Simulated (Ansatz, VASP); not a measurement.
## KBr: VASP beside Ansatz

```
K Br
1.0
     0.00000    3.30225    3.45118
     3.30225    0.00000    3.45118
     3.30225    3.30225    0.00000
K Br
1 1
Direct
  0.00000 0.00000 0.00000
  0.50000 0.50000 0.50000
```

Change from the starting cell: uniaxial_z strain +4.5%.

Alike in both runs: task single point; functional PBE; k mesh 6 × 6 × 6; occupations fermi-dirac, width 0.02 eV; no spin polarisation.

```csv
,VASP,Ansatz
version,VASP 6.6.1,Ansatz 0.2.0
potentials or method,"VASP PAW PBE potentials, release 64 (K_sv, Br)","plane waves, PAW"
plane-wave cutoff (eV),520,420
valence electrons in the cell,16,16
```

|  | VASP | Ansatz | Ansatz less VASP |
| --- | --- | --- | --- |
| gap on the k mesh at the Fermi level (eV) | 4.31 | 4.31 | +0.001 |
| pressure (GPa) | 0.1 | 0.1 | -0.03 |
| largest component of the traceless stress (GPa) | 0.70 | 0.69 | -0.012 |
